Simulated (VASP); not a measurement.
# Nb (Pm-3m) in VASP: density of states with PBE

Aim: the density of states of Nb with PBE.

Program: VASP 6.6.1. These are calculated values, not measurements. Logs are shortened: lines on timing, memory, paths and dates and some standing lists are left out, and cuts for length are marked.

### Step 1. Starting point

Symmetry: Pm-3m, No. 221, cubic system. Conventional cell: a = 2.722 Å, b = 2.722 Å, c = 2.722 Å, α = 90.00°, β = 90.00°, γ = 90.00°. Around Nb (site symmetry m-3m) lie 6 Nb at 2.72 Å.

This isn't the form of Nb at room conditions, which is bcc.

### Step 2. Density of states, PBE

POSCAR

```
Nb
1.0
    2.7219351119      0.0000000000      0.0000000000
    0.0000000000      2.7219351119      0.0000000000
    0.0000000000      0.0000000000      2.7219351119
Nb
1
Direct
    0.0000000000      0.0000000000      0.0000000000
```

INCAR.step1

```
PREC     = Accurate       # precision mode
ENCUT    = 520            # plane-wave cutoff, eV
EDIFF    = 1E-6           # SCF threshold, eV
ISMEAR   = -1             # smearing method
SIGMA    = 0.1            # smearing width, eV
LREAL    = F              # projectors in reciprocal space
LASPH    = T              # aspherical terms in the spheres
NELM     = 100            # most SCF steps
ALGO     = Normal         # electronic algorithm
ISIF     = 2              # what is computed and relaxed
LWAVE    = F              # write WAVECAR
LCHARG   = T              # write CHGCAR
LMAXMIX  = 4              # l up to which the mixer works
GGA      = PE             # functional
NBANDS   = 12             # bands
```

KPOINTS.step1

```
Automatic mesh
0
Gamma
  16 16 16
```

INCAR.step2

```
PREC     = Accurate       # precision mode
ENCUT    = 520            # plane-wave cutoff, eV
EDIFF    = 1E-6           # SCF threshold, eV
ISMEAR   = -5             # smearing method
SIGMA    = 0.1            # smearing width, eV
LREAL    = F              # projectors in reciprocal space
LASPH    = T              # aspherical terms in the spheres
NELM     = 100            # most SCF steps
ALGO     = Normal         # electronic algorithm
ISIF     = 2              # what is computed and relaxed
LWAVE    = F              # write WAVECAR
LCHARG   = F              # write CHGCAR
LMAXMIX  = 4              # l up to which the mixer works
GGA      = PE             # functional
LORBIT   = 11             # projections on sites
NBANDS   = 12             # bands
NEDOS    = 2001           # points of the DOS
ICHARG   = 11             # starting density
```

KPOINTS.step2

```
Automatic mesh
0
Gamma
  24 24 24
```

Potentials or basis: VASP PAW PBE potentials, release 64 (Nb_sv).

Command:

```sh
$ cat potpaw_PBE.64/Nb_sv/POTCAR > POTCAR
$ cp INCAR.step1 INCAR
$ cp KPOINTS.step1 KPOINTS
$ mpirun -np 1 vasp_std > vasp.out
$ cp INCAR.step2 INCAR
$ cp KPOINTS.step2 KPOINTS
$ mpirun -np 1 vasp_std > vasp.out
```

OUTCAR:

```text
PREC = Accurate
   ENCUT = 520
   EDIFF = 1E-6
   ISMEAR = -5
   LREAL = F
   LASPH = T
   NELM = 100
   ISIF = 2
   GGA = PE
   LORBIT = 11
   ICHARG = 11

 ion  position               nearest neighbor table
   1  0.000  0.000  0.000-

  LATTYP: Found a simple cubic cell.
 ALAT       =     2.7219351119

  Lattice vectors:

 A1 = (   2.7219351119,   0.0000000000,   0.0000000000)
 A2 = (   0.0000000000,   2.7219351119,   0.0000000000)
 A3 = (   0.0000000000,   0.0000000000,   2.7219351119)

Analysis of symmetry for initial positions (statically):
=====================================================================
 Subroutine PRICEL returns:
 Original cell was already a primitive cell.

 Routine SETGRP: Setting up the symmetry group for a
 simple cubic supercell.

 Subroutine GETGRP returns: Found 48 space group operations
 (whereof 48 operations were pure point group operations)
 out of a pool of 48 trial point group operations.

The static configuration has the point symmetry O_h .

Analysis of symmetry for dynamics (positions and initial velocities):
=====================================================================
 Subroutine PRICEL returns:
 Original cell was already a primitive cell.

 Routine SETGRP: Setting up the symmetry group for a
 simple cubic supercell.

 Subroutine GETGRP returns: Found 48 space group operations
 (whereof 48 operations were pure point group operations)
 out of a pool of 48 trial point group operations.

The dynamic configuration has the point symmetry O_h .

 Subroutine INISYM returns: Found 48 space group operations
 (whereof 48 operations are pure point group operations),
 and found     1 'primitive' translations

----------------------------------------------------------------------------------------

                                     Primitive cell

  volume of cell :      20.1666

  direct lattice vectors                    reciprocal lattice vectors
     2.721935112  0.000000000  0.000000000     0.367385687  0.000000000  0.000000000
     0.000000000  2.721935112  0.000000000     0.000000000  0.367385687  0.000000000
     0.000000000  0.000000000  2.721935112     0.000000000  0.000000000  0.367385687

  length of vectors
     2.721935112  2.721935112  2.721935112     0.367385687  0.367385687  0.367385687

  position of ions in fractional coordinates (direct lattice)
     0.000000000  0.000000000  0.000000000

  ion indices of the primitive-cell ions
   primitive index   ion index
                 1           1

----------------------------------------------------------------------------------------

 KPOINTS: Automatic mesh

Automatic generation of k-mesh.
 Grid dimensions read from file:
 generate k-points for:   24   24   24

 Generating k-lattice:

  Cartesian coordinates                     Fractional coordinates (reciprocal lattice)
     0.015307737  0.000000000  0.000000000     0.041666667  0.000000000  0.000000000
     0.000000000  0.015307737  0.000000000     0.000000000  0.041666667  0.000000000
     0.000000000  0.000000000  0.015307737     0.000000000  0.000000000  0.041666667

  Length of vectors
     0.015307737  0.015307737  0.015307737

  Shift w.r.t. Gamma in fractional coordinates (k-lattice)
     0.000000000  0.000000000  0.000000000

 TETIRR: Found   6890 inequivalent tetrahedra from    82944

 Subroutine IBZKPT returns following result:
 ===========================================

 Found    455 irreducible k-points:

 Following reciprocal coordinates:
            Coordinates               Weight
  0.000000  0.000000  0.000000      1.000000
  0.041667  0.000000  0.000000      6.000000
  0.083333  0.000000  0.000000      6.000000
  0.125000  0.000000  0.000000      6.000000
  0.166667  0.000000  0.000000      6.000000
  0.208333  0.000000  0.000000      6.000000
[... 16 lines left out ...]
  0.416667  0.041667  0.000000     24.000000
  0.458333  0.041667  0.000000     24.000000
 [... further k-points ...]
   k-points           NKPTS =    455   k-points in BZ     NKDIM =    455   number of bands    NBANDS=     12
   number of dos      NEDOS =   2001   number of ions     NIONS =      1
   total plane-waves  NPLWV =   8000
   dimension x,y,z NGX =    20 NGY =   20 NGZ =   20
   dimension x,y,z NGXF=    40 NGYF=   40 NGZF=   40
   ions per type =               1
   NGX,Y,Z   is equivalent  to a cutoff of  12.22, 12.22, 12.22 a.u.
   NGXF,Y,Z  is equivalent  to a cutoff of  24.43, 24.43, 24.43 a.u.
 SYSTEM =  unknown system
   PREC   = accura    normal or accurate (medium, high low for compatibility)
   ISTART =      0    job   : 0-new  1-cont  2-samecut
   ICHARG =     11    charge: 1-file 2-atom 10-const
   ISPIN  =      1    spin polarized calculation?
   LNONCOLLINEAR =      F non collinear calculations
   LSORBIT =      F    spin-orbit coupling
   LASPH  =      T    aspherical Exc in radial PAW
   ENCUT  =  520.0 eV  38.22 Ry    6.18 a.u.   5.06  5.06  5.06*2*pi/ulx,y,z
   NELM   =    100;   NELMIN=  2; NELMDL=  0     # of ELM steps
   EDIFF  = 0.1E-05   stopping-criterion for ELM
   LREAL  =      F    real-space projection
   EDIFFG = 0.1E-04   stopping-criterion for IOM
   NSW    =      0    number of steps for IOM
   IBRION =     -1    ionic relax: 0-MD 1-quasi-New 2-CG
   NFREE  =      0    steps in history (QN), initial steepest desc. (CG)
   ISIF   =      2    stress and relaxation
   ISYM   =      2    0-nonsym 1-usesym 2-fastsym
   POTIM  = 0.5000    time-step for ionic-motion
   TEBEG  =    0.0;   TEEND  =   0.0 temperature during run
   PSTRESS=    0.0 pullay stress
   NELECT =      13.0000    total number of electrons
   NUPDOWN=      -1.0000    fix difference up-down
   EMIN   =  10.00;   EMAX   =-10.00  energy-range for DOS
   EFERMI =   0.00;   METHOD = LEGACY
   ISMEAR =    -5;   SIGMA  =   0.10  broadening in eV -4-tet -1-fermi 0-gaus
   EFERMI_NEDOS =   21; number of points for ismear=-14 and -15
   IALGO  =     38    algorithm
   IMIX   =      4    mixing-type and parameters
     AMIX     =   0.40;   BMIX     =  1.00
     AMIX_MAG =   1.60;   BMIX_MAG =  1.00
  volume/ion in A,a.u.               =      20.17       136.09
  Fermi-wavevector in a.u.,A,eV,Ry     =   1.414202  2.672455 27.211215  1.999968
  Thomas-Fermi vector in A             =   2.535769
   LORBIT       =     11    0 simple, 1 ext, 2 COOP (PROOUT), +10 PAW based schemes
   GGA     = PE    functional components
   LHFCALC =     F    Hartree Fock is set to
   AEXX    =    0.0000 exact exchange contribution
   IVDW    =     0    specifies the selected vdW correction
   LEPSILON=     F    determine dielectric tensor
   LRPA    =     F    only Hartree local field effects (RPA)
 non-spin polarized calculation
 Fermi weights with tetrahedron method with Bloechl corrections
  energy-cutoff  :      520.00
  volume of cell :       20.17
 maximum number of plane-waves:       554

 number of electron      12.9999998 magnetization

 Free energy of the ion-electron system (eV)
  ---------------------------------------------------
  ext. energy  EPLUGINS =         0.00000000
  ---------------------------------------------------
  free energy    TOTEN  =        -9.22953467 eV

  energy without entropy =       -9.22953467  energy(sigma->0) =       -9.22953467

 E-fermi :   9.7404     XC(G=0): -11.8067

 val. band max:        9.8519805437   @ k =   0.2500   0.2500   0.2500
 cond. band min:       9.6884214051   @ k =   0.4583   0.2083   0.2083
 fundamental gap:     -0.1635591386
 Fermi energy:         9.7404391211

 k-point     1 :       0.0000    0.0000    0.0000
  band No.  band energies     occupation
      1     -44.9063      2.00000
      2     -20.2009      2.00000
      3     -20.2009      2.00000
      4     -20.2009      2.00000
      5       4.1722      2.00000
      6       7.0032      2.00000
      7       7.0032      2.00000
      8      14.8389      0.00000
      9      14.8389      0.00000
     10      14.8389      0.00000
     11      24.3461      0.00000
     12      24.3461      0.00000

 k-point     2 :       0.0417    0.0000    0.0000
  band No.  band energies     occupation
      1     -44.9032      2.00000
      2     -20.2273      2.00000
      3     -20.1986      2.00000
      4     -20.1986      2.00000
      5       4.2228      2.00000
      6       7.0165      2.00000
      7       7.0580      2.00000
      8      14.7589      0.00000
      9      14.7589      0.00000
     10      14.8443      0.00000
     11      24.0768      0.00000
     12      24.4545      0.00000

 k-point     3 :       0.0833    0.0000    0.0000
  band No.  band energies     occupation
      1     -44.8942      2.00000
      2     -20.3043      2.00000
      3     -20.1921      2.00000
      4     -20.1921      2.00000
      5       4.3694      2.00000
      6       7.0559      2.00000
      7       7.2225      2.00000
      8      14.5337      0.00000
      9      14.5337      0.00000
     10      14.8602      0.00000
     11      23.3995      0.00000
     12      24.7630      0.00000
[... 286 lines left out ...]
 k-point    23 :       0.4167    0.0417    0.0000
  band No.  band energies     occupation
      1     -44.7315      2.00000
      2     -21.5353      2.00000
      3     -20.1025      2.00000
      4     -20.0754      2.00000
      5       7.0238      2.00000
      6       7.8692      2.00000
      7      10.0430     -0.12646
      8      11.8002      0.00000
      9      11.9234      0.00000
     10      15.0809      0.00000
     11      19.1558      0.00000
     12      23.5632      0.00000

 k-point    24 :       0.4583    0.0417    0.0000
  band No.  band energies     occupation
      1     -44.7222      2.00000
      2     -21.6015      2.00000
      3     -20.0957      2.00000
      4     -20.0687      2.00000
      5       7.2318      2.00000
      6       7.9203      2.00000
      7      10.0465     -0.06244
      8      11.6794      0.00000
      9      11.8650      0.00000
     10      15.0987      0.00000
     11      19.2957      0.00000
     12      23.3327      0.00000

 [... further k-points ...]

------------------------ aborting loop because EDIFF is reached ----------------------------------------

  FORCE on cell =-STRESS in cart. coord.  units (eV):
  Direction    XX          YY          ZZ          XY          YZ          ZX
  --------------------------------------------------------------------------------------
  -------------------------------------------------------------------------------------
  Total       -0.0921938     -0.0921938     -0.0921938      0.0000000     -0.0000000      0.0000000
  in kB       -7.3245161     -7.3245161     -7.3245161      0.0000000     -0.0000000      0.0000000
  external PRESSURE =      -7.3245161 kB  Pullay stress =       0.0000000 kB

 VOLUME and BASIS-vectors are now :
 -----------------------------------------------------------------------------
  energy-cutoff  :      520.00
  volume of cell :       20.17
      direct lattice vectors                 reciprocal lattice vectors
     2.721935112  0.000000000  0.000000000     0.367385687  0.000000000  0.000000000
     0.000000000  2.721935112  0.000000000     0.000000000  0.367385687  0.000000000
     0.000000000  0.000000000  2.721935112     0.000000000  0.000000000  0.367385687

 POSITION                                       TOTAL-FORCE (eV/Angst)
 -----------------------------------------------------------------------------------
      0.00000      0.00000      0.00000         0.000000      0.000000      0.000000
 -----------------------------------------------------------------------------------
    total drift:                                0.000000      0.000000     -0.000000

  FREE ENERGIE OF THE ION-ELECTRON SYSTEM (eV)
  ---------------------------------------------------
  free  energy   TOTEN  =        -9.2295346665 eV

  energy  without entropy=       -9.2295346665  energy(sigma->0) =       -9.22953467

 total charge

# of ion       s       p       d       tot
------------------------------------------
    1        2.233   5.961   2.608  10.802
```

It took 43 s on 1 thread of Intel Xeon 6975P-C (Granite Rapids), shared host; peak memory 0.22 GiB.

Results:

```
Valence electrons inside the program's atomic spheres : Nb 10.80
```

Levels at points of the mesh, in eV from the Fermi level:
| k point | band 5 | band 6 | band 7 | band 8 | band 9 | band 10 |
| --- | --- | --- | --- | --- | --- | --- |
| (0.00, 0.00, 0.00) | -5.57 | -2.74 | -2.74 | 5.10 | 5.10 | 5.10 |
| (0.50, 0.00, 0.00) | -2.49 | -1.85 | 0.54 | 1.89 | 1.89 | 5.43 |
| (0.50, 0.50, 0.00) | -4.00 | -1.01 | 2.56 | 2.56 | 5.76 | 5.76 |
| (0.50, 0.50, 0.50) | -2.42 | -2.42 | -2.42 | 7.41 | 7.47 | 7.47 |

States per cell in windows of 1 eV (zero at the Fermi level; states under -8 eV left out):
```csv
from (eV),total,Nb1_d,Nb1_p,Nb1_s
-8.0,0.00,0.00,0.00,0.00
-7.0,0.00,0.00,0.00,0.00
-6.0,0.02,0.00,0.00,0.01
-5.0,0.11,0.00,0.00,0.03
-4.0,0.56,0.19,0.01,0.05
-3.0,1.45,0.63,0.04,0.08
-2.0,1.42,0.92,0.02,0.04
-1.0,1.44,0.86,0.05,0.04
0.0,0.82,0.50,0.03,0.02
1.0,1.15,0.81,0.03,0.01
2.0,1.19,0.88,0.03,0.02
3.0,1.61,1.17,0.05,0.04
4.0,1.05,0.74,0.05,0.02
5.0,0.55,0.30,0.05,0.02
6.0,0.27,0.13,0.04,0.01
7.0,0.19,0.07,0.03,0.01
```

Caveat: tetrahedron occupations give inexact forces and stress in metals.
